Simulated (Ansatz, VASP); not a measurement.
## One calculation of BAs, two programs

```
B As
1.0
     2.99192    0.00000    0.00000
     0.00000    2.99192    0.00000
     0.00000    0.00000    2.99192
B As
1 1
Direct
  0.50000 0.50000 0.50000
  0.00000 0.00000 0.00000
```

Change from the starting cell: volume scaled by 1.06.

Alike in both runs: task single point; functional PBE; k mesh 9 × 9 × 9; occupations fermi-dirac, width 0.05 eV; no spin polarisation.

|  | VASP | Ansatz |
| --- | --- | --- |
| version | VASP 6.6.1 | Ansatz 0.2.0 |
| potentials or method | VASP PAW PBE potentials, release 64 (B, As) | Ansatz PAW |
| plane-wave cutoff (eV) | 520 | 420 |
| valence electrons in the cell | 8 | 18 |

Ansatz gave:

* gap on the k mesh at the Fermi level (eV): none
* pressure (GPa): -4.9

Task: What did VASP give for the same quantities?

Result: gap on the k mesh at the Fermi level (eV): none; pressure (GPa): -4.8.

A gap of «none» marks a metal or a gap that the smearing closes. The two sets of potentials don't hold the same shells in valence.
